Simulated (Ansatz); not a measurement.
Here is an unrelaxed guess for SnO2.

Space group Im-3m (No. 229). a = 10.635 Å, b = 10.635 Å, c = 10.635 Å, α = 90.00°, β = 90.00°, γ = 90.00°
| atom | site | symmetry | x | y | z |
| --- | --- | --- | --- | --- | --- |
| Sn | 12d | -4m.2 | 0.2500 | 0.0000 | 0.5000 |
| O | 24h | m.m2 | 0.8983 | 0.5000 | 0.1017 |

Level of theory: DFT PBE, scalar-relativistic, plane waves, PAW in Ansatz 0.2.0. Cutoff 420 eV; k points 2×2×2 on the computed 18-atom cell (Γ-centred); Gaussian smearing, width 0.10 eV; no spin polarisation.

Energies over the elements count from the elements' standard structures at the same level (O₂ as a molecule), with no fitted energy shifts. The references include grey tin.

Question: What does a single point on this coarse mesh give?

Answer: The pressure is 9.5 GPa (it wants to expand), the largest force is 3.57 eV/Å, and the energy is −0.48 eV/atom against the elements. The shortest distance is 1.91 Å.

Question: How much does it gain on relaxing, and where does it end?

Answer: Relaxing gains about 0.74 eV/atom in 10 ionic steps and ends at −1.217 eV/atom on the finer mesh. The symmetry stays Im-3m (No. 229). The volume per atom grows by 1.4 %, from 33.4 to 33.9 Å³. The shortest distance goes from 1.91 Å (Sn–O) to 1.94 Å (Sn–O). Conventional cell: a = 10.686 Å. Around Sn lie 4 O at 1.94 Å; O is surrounded by 2 Sn at 1.94 Å.

The last run used a 4×4×4 mesh for its 18-atom cell and Gaussian smearing of 0.02 eV. The relaxation can't lower the symmetry of the start. Symmetry constrained the relaxation, so the result can be a saddle point.
